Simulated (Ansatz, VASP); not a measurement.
**Two plane-wave programs on MgO**

```xyz
2
Lattice="2.0900 2.0900 0.0000 -2.0900 2.0900 0.0000 0.0000 2.0900 2.0734" Properties=species:S:1:pos:R:3 pbc="T T T"
Mg    0.0000    0.0000    0.0000
O     0.0000    2.0900    0.0000
```

Change from the starting cell: in-plane strain +0.005, out-of-plane length and atoms relaxed by PAW.

Alike in both runs: functional LDA; k mesh 10 × 10 × 10; no spin polarisation.

Ansatz relaxed the structure, and its values are those at the end. VASP's run is a single point on that final structure, the one shown.

|  | VASP | Ansatz |
| --- | --- | --- |
| version | VASP 6.6.1 | Ansatz 0.2.0 |
| potentials or method | VASP PAW LDA potentials, release 64 (Mg, O) | PAW with Ansatz's default frozen-core files, scalar-relativistic |
| plane-wave cutoff (eV) | 520 | 420 |
| occupations | gaussian, width 0.01 eV | fixed |
| valence electrons in the cell | 8 | 16 |

VASP gave:

```
pressure (GPa) : -2.8
```

Problem. What did Ansatz give for the same quantities?

Solution. Pressure (GPa): -1.2.

The two sets of potentials don't hold the same shells in valence.
